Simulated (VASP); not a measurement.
Wanted: the native input for a VASP 6.6.1 run.

```yaml
Task: single point
Functional: LDA
Potentials_or_basis: VASP PAW LDA potentials, release 64 (S, Mo_sv)
Cutoff: 520 eV
k_mesh: 12 × 12 × 1
Occupations: fermi-dirac, width 0.05 eV
Spin: no spin polarisation
Further_INCAR_settings: ALGO = Normal; EDIFF = 1e-06
```

The structure of MoS2 lies in POSCAR:

```
MoS2
1.0
    3.1916000000      0.0000000000      0.0000000000
   -1.5958000000      2.7640070000      0.0000000000
    0.0000000000      0.0000000000     27.2770000000
S Mo
4 2
Direct
    0.6666670000      0.3333340000      0.3323300000
    0.6666670000      0.3333340000      0.4461980000
    0.3333330000      0.6666670000      0.5538020000
    0.3333330000      0.6666670000      0.6676700000
    0.3333330000      0.6666670000      0.3892940000
    0.6666670000      0.3333340000      0.6107070000
```

The cell was built by a generator and needn't be a form met in nature.

The input as run:

INCAR

```
SYSTEM = MoS2
PREC = Accurate ; ENCUT = 520
EDIFF = 1E-6 ; ISMEAR = -1
SIGMA = 0.05 ; LREAL = .FALSE.
LASPH = .TRUE. ; NELM = 100
ALGO = Normal ; ISIF = 2
LWAVE = .FALSE. ; LCHARG = .TRUE.
LELF = .TRUE. ; LVHAR = .TRUE.
LVACPOTAV = .TRUE.
```

KPOINTS

```
Automatic mesh
0
G
  12 12 1
  0 0 0
```

Potentials or basis: VASP PAW LDA potentials, release 64 (S, Mo_sv).

Command:

```console
$ cat potpaw_LDA.64/S/POTCAR potpaw_LDA.64/Mo_sv/POTCAR > POTCAR
$ mpirun -np 1 vasp_std > vasp.out
```

It gave:

- Largest force: 0.467 eV/Å
- Band gap on the k mesh: 1.00 eV, indirect (least direct gap 1.60 eV)

It took 110 s on 1 thread of Intel(R) Xeon(R) 6975P-C (Granite Rapids), with other jobs on the host, peak memory 0.33 GiB.
